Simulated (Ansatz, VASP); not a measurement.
# Rh: VASP beside Ansatz

```
Rh
1.0
     2.70957    0.00000    0.00000
    -1.35479    2.34656    0.00000
     0.00000    0.00000    8.85634
Rh
4
Direct
  0.66667 0.33333 0.75000
  0.00000 0.00000 0.50000
  0.33333 0.66667 0.25000
  0.00000 0.00000 0.00000
```

Change from the starting cell: volume scaled by 1.02.

Alike in both runs: task single point; functional PBEsol; k mesh 11 × 11 × 3; occupations fermi-dirac, width 0.05 eV; no spin polarisation.

|  | VASP | Ansatz |
| --- | --- | --- |
| version | VASP 6.6.1 | Ansatz 0.2.0 |
| potentials or method | VASP PAW PBE potentials, release 64 (Rh_pv) | Ansatz PAW |
| plane-wave cutoff (eV) | 520 | 420 |
| valence electrons in the cell | 60 | 68 |

Ansatz gave:

- gap on the k mesh at the Fermi level (eV): none
- pressure (GPa): -10.5
- largest component of the traceless stress (GPa): 1.08

Problem. What did VASP give for the same quantities?

Solution. gap on the k mesh at the Fermi level (eV): none; pressure (GPa): -10.6; largest component of the traceless stress (GPa): 1.08.

A gap of «none» marks a metal or a gap that the smearing closes. The two sets of potentials don't hold the same shells in valence.

Caveats: the PAW data sets were made with another functional, which shifts forces and pressure a little (VASP); the PAW data sets come from PBE, with cores solved anew for the run's functional, which leaves a small shift of forces and pressure (Ansatz).
